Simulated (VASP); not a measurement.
ZnO: band structure with PBEsol

The system is ZnO.

```
CELL_PARAMETERS angstrom
3.28797 0.00000 0.00000
-1.64398 2.84746 0.00000
0.00000 0.00000 7.13044
ATOMIC_POSITIONS crystal
Zn 0.00000 0.00000 0.25000
Zn 0.00000 0.00000 0.75000
O 0.66667 0.33333 0.75000
O 0.33333 0.66667 0.25000
```

Measurements of this composition are mostly on another form, of space group No. 186.

| Item | Value |
| --- | --- |
| Program | VASP 6.6.1 |
| Task | band structure |
| Functional | PBEsol |
| Potentials or basis | VASP PAW PBE potentials, release 64 (Zn, O) |
| Cutoff | 520 eV |
| k mesh | 10 × 10 × 4 |
| Occupations | gaussian, width 0.02 eV |
| Spin | no spin polarisation |
| Ladder | gaps |
| Further INCAR settings | ALGO = Fast; EDIFF = 1e-07 |

- Band gap on the k mesh: 0.75 eV, direct
- Band gap along the path: 0.75 eV, direct

Levels at the corners of the path, in eV from the valence-band top:
```
point  band 14  band 15  band 16  band 17  band 18  band 19  band 20  band 21  band 22
    Γ    -1.74    -0.01    -0.01     0.00     0.00     0.75     3.29     5.10    10.95
    M    -3.52    -1.89    -1.81    -0.91    -0.90     4.82     5.46     6.11     8.72
    M    -3.52    -1.89    -1.81    -0.91    -0.90     4.82     5.46     6.11     8.72
    K    -3.73    -3.73    -3.35    -0.70    -0.70     4.99     6.34     8.56     8.56
    K    -3.73    -3.73    -3.35    -0.70    -0.70     4.99     6.34     8.56     8.62
    Γ    -1.74    -0.01    -0.01     0.00     0.00     0.75     3.29     5.10    10.95
    Γ    -1.74    -0.01    -0.01     0.00     0.00     0.75     3.29     5.10    10.94
    A    -2.56     0.00     0.00     0.00     0.00     1.88     1.88     7.18     7.18
    A    -2.56     0.00     0.00     0.00     0.00     1.88     1.88     7.18     7.18
    L    -3.77    -1.85    -1.85    -0.87    -0.87     4.95     4.95     7.55     7.55
    L    -3.77    -1.85    -1.85    -0.87    -0.87     4.95     4.95     7.55     7.55
    H    -3.73    -3.68    -3.68    -0.69    -0.69     5.76     5.76     9.05     9.05
    H    -3.73    -3.68    -3.68    -0.69    -0.69     5.76     5.76     9.05     9.05
    A    -2.56     0.00     0.00     0.00     0.00     1.88     1.88     7.18     7.18
    L    -3.77    -1.85    -1.85    -0.87    -0.87     4.95     4.95     7.55     7.55
    M    -3.52    -1.89    -1.81    -0.91    -0.90     4.82     5.46     6.11     8.71
    K    -3.73    -3.73    -3.35    -0.70    -0.70     4.99     6.34     8.56     8.56
    H    -3.73    -3.68    -3.68    -0.69    -0.69     5.76     5.76     9.05     9.06
```

Run time: 61 s on 1 thread of Intel(R) Xeon(R) 6975P-C (Granite Rapids), with other jobs on the host, peak memory 0.29 GiB.

Caveat: the log is that of the step along the path at fixed density, whose energy, stress, charges and moments have no meaning. Expect the measured gap to be larger: semilocal functionals such as PBEsol lack the derivative discontinuity.
